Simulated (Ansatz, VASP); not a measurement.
**WS2 in VASP and in Ansatz**

```
W S
1.0
     3.18422    0.00000    0.00000
    -1.59211    2.75762    0.00000
     0.00000    0.00000   12.97828
W S
2 4
Direct
  0.33333 0.66667 0.25000
  0.66667 0.33333 0.75000
  0.33333 0.66667 0.62980
  0.66667 0.33333 0.12980
  0.33333 0.66667 0.87020
  0.66667 0.33333 0.37020
```

The cell is a database's computed one.

Alike in both runs: task single point; functional PBE; k mesh 6 × 6 × 2; occupations gaussian, width 0.1 eV; no spin polarisation.

|  | VASP | Ansatz |
| --- | --- | --- |
| version | VASP 6.6.1 | Ansatz 0.2.0 |
| potentials or method | VASP PAW PBE potentials, release 64 (W_sv, S) | scalar-relativistic, plane waves, PAW |
| plane-wave cutoff (eV) | 520 | 420 |
| valence electrons in the cell | 52 | 52 |

VASP gave:

```
gap on the k mesh at the Fermi level (eV)       : 1.24
least direct gap on the mesh (eV)               : 1.74
pressure (GPa)                                  : 1.7
largest component of the traceless stress (GPa) : 1.11
rms of the force components (eV/Å)              : 0.099
```

What did Ansatz give for the same quantities?

gap on the k mesh at the Fermi level (eV): 1.23; least direct gap on the mesh (eV): 1.74; pressure (GPa): 1.8; largest component of the traceless stress (GPa): 1.11; rms of the force components (eV/Å): 0.098.

Atom by atom the forces differ by 0.001 eV/Å (rms over components).

Caveats: spin-orbit coupling is left out, which moves the levels of the heavy elements; this functional lacks dispersion, which binds the layers, so the pressure and a relaxed spacing across them are unreliable. A k mesh can miss the band edges.
